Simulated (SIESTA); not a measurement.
The system is Sb.

```
Sb
1.0
     3.16000    0.00000    0.00000
     0.00000    3.16000    0.00000
     0.00000    0.00000    3.16000
Sb
1
Direct
  0.00000 0.00000 0.00000
```

This isn't the form of Sb at room conditions, which is rhombohedral.

```yaml
Program: SIESTA 5.4.2
Task: relaxation of cell and atoms
Functional: PBEsol
Potentials_or_basis: PseudoDojo 0.4 standard (PBEsol files)
Basis: DZP (energy shift 0.003 Ry; two zetas on semicore shells)
Grid_cutoff: 500 Ry
Energy_shift: 0.003 Ry
k_mesh: 8 × 8 × 8
Occupations: fermi-dirac, width 0.05 eV
Spin: no spin polarisation
```

At the start: pressure -3.8 GPa; volume 31.55 Å³/atom.

Problem. How do energy, volume and symmetry change on relaxing?

Solution. Over 4 steps the energy falls by 28.0 meV/atom and the volume is 29.39 Å³/atom (-6.9 %); space group Pm-3m (No. 221, to 0.05 Å).

The path:
| step | energy change (eV) | largest force (eV/Å) | pressure (GPa) | volume (Å³) |
| --- | --- | --- | --- | --- |
| 1 | 0.0000 | 0.0000 | -3.85 | 31.55 |
| 2 | -0.0195 | 0.0000 | -2.27 | 30.55 |
| 3 | -0.0278 | 0.0000 | 0.28 | 29.25 |
| 4 | -0.0280 | 0.0000 | 0.01 | 29.39 |

Final structure:
```cif
data_structure
_symmetry_space_group_name_H-M 'P 1'
_symmetry_Int_Tables_number 1
_cell_length_a 3.0859
_cell_length_b 3.0859
_cell_length_c 3.0859
_cell_angle_alpha 90.000
_cell_angle_beta 90.000
_cell_angle_gamma 90.000
_cell_volume 29.39
loop_
_atom_site_label
_atom_site_type_symbol
_atom_site_fract_x
_atom_site_fract_y
_atom_site_fract_z
_atom_site_occupancy
Sb1 Sb 0.00000 0.00000 0.00000 1
```

Caveat: the basis of atomic orbitals isn't converged, which shifts pressures, moduli and gaps.
